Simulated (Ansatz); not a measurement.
CdF2 in Ansatz: the effect of functional

CdF2:

```
Cd F
1.0
     0.00000    2.69400    2.69400
     2.69400    0.00000    2.69400
     2.69400    2.69400    0.00000
Cd F
1 2
Direct
  0.00000 0.00000 0.00000
  0.75000 0.75000 0.75000
  0.25000 0.25000 0.25000
```

Alike in all runs:

| Item | Value |
| --- | --- |
| Program | Ansatz 0.2.0 |
| Task | band structure |
| Potentials or basis | all-electron LAPW, scalar-relativistic |
| Basis error allowed | 0.002 eV/atom |
| k mesh | 9 × 9 × 9 |
| Occupations | fermi-dirac, width 0.05 eV |
| Spin | no spin polarisation |

Q: One run gave: gap on the mesh 2.96 eV; pressure -0.2 GPa. Which functional did it use?
A. PBEsol
B. PBE
C. LDA

A: A.

```csv
functional,cutoff,gap on the mesh (eV),pressure (GPa)
PBE,293 eV,3.12,5.4
LDA,292 eV,2.82,-5.7
PBEsol,293 eV,2.96,-0.2
```

A k mesh can miss the band edges.

Not every run made on this cell is shown here.
